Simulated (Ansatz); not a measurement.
## HfO₂ under strain — coordination and 17O quadrupole coupling

Cell: a COD entry, relaxed with PBE at fixed cell and then changed (z stretched by 2 %, ions relaxed).

```
CELL_PARAMETERS angstrom
5.05980 0.00000 0.00000
0.00000 10.01720 0.00000
0.00000 0.00000 5.33215
ATOMIC_POSITIONS crystal
Hf 0.74555 0.88465 0.96375
Hf 0.24555 0.61535 0.03625
Hf 0.25445 0.38465 0.53625
Hf 0.75445 0.11535 0.46375
Hf 0.25445 0.11535 0.03625
Hf 0.75445 0.38465 0.96375
Hf 0.74555 0.61535 0.46375
Hf 0.24555 0.88465 0.53625
O 0.87093 0.79005 0.62582
O 0.37093 0.70995 0.37418
O 0.12907 0.29005 0.87418
O 0.62907 0.20995 0.12582
O 0.12907 0.20995 0.37418
O 0.62907 0.29005 0.62582
O 0.87093 0.70995 0.12582
O 0.37093 0.79005 0.87418
O 0.50263 0.97668 0.26218
O 0.00263 0.52332 0.73782
O 0.49737 0.47668 0.23782
O 0.99737 0.02332 0.76218
O 0.49737 0.02332 0.73782
O 0.99737 0.47668 0.26218
O 0.50263 0.52332 0.76218
O 0.00263 0.97668 0.23782
```

Atom numbers follow the list; atoms alike are taken as one site, whose name carries the number of the first.

Level of theory: DFT, PBE, plane waves and PAW, scalar-relativistic, 420 eV cutoff, Γ-centred 5×3×5 k-points, Fermi–Dirac smearing 0.02 eV (Ansatz 0.2.0).

Q(17O) = -25.58 mb.

Task: Rank these O sites by |C_Q|, smallest first.
A. O9: 3 Hf at 2.05–2.17 Å; also 1 Hf at 3.34 Å
B. O17: 4 Hf at 2.16–2.23 Å

Result: B (1.10 MHz, η = 0.83), A (1.78 MHz, η = 0.41).

Like point charges on the first shell alone (each adding as 1/d³) would give the same order.

Without spin–orbit coupling the gradients at and beside Hf can be off by some per cent, at some sites by more.
